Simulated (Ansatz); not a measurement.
ZnSe, DFT, LDA, all-electron LAPW, scalar-relativistic (Ansatz 0.2.0), run on 1 thread of Intel(R) Xeon(R) 6975P-C (Granite Rapids) on a shared host.

The cell comes from COD entry 9008857, which wasn't checked; take it as a given geometry. The listed cell was then made from it by scaling, straining or moving an atom.

Command: `ansatz run input.yaml --threads 1 --pin off --max-ram 3072MiB --backend cpu --events-out ev --progress --plain --runs-dir out`

```yaml
crystal:
  lattice:
    - [0.0, 2.8338, 2.805462]
    - [2.8338, 0.0, 2.805462]
    - [2.8338, 2.8338, 0.0]
  atoms:
    - { symbol: Zn, position: [0.0, 0.0, 0.0] }
    - { symbol: Se, position: [0.75, 0.75, 0.75] }
kpoints:
  mp_grid: { grid: [8, 8, 8] }
  band_path:
    path:
      - [0.0, 0.0, 0.0]
      - [0.0, 0.5, 0.5]
      - [0.25, 0.75, 0.5]
      - [0.0, 0.5, 0.0]
      - [0.0, 0.0, 0.0]
      - [0.5, 0.5, 0.0]
      - [0.3775380063, 0.6224619937, 0.0]
      - [-0.3775380063, 0.3775380063, 0.0]
      - [0.0, 0.0, 0.0]
    npoints: 5
scf:
  occupations: { method: fermi_dirac, width: 0.03 }
hamiltonian:
  xc: lda
  pseudopotentials: { kind: all_electron, lapw: { basis_error: 0.001 } }
output:
  forces: true
  stress: true
  eigenvalues: true
```

Q: How large is the problem that the program sets up?

A: 59 irreducible k-points, 537 plane waves at Γ, 27 bands.

Q: About how long does it take, and how much memory does it use?

A: 16 s of wall time for 7 SCF iterations, with a peak of 0.39 GiB. Times on shared machines scatter by tens of per cent.
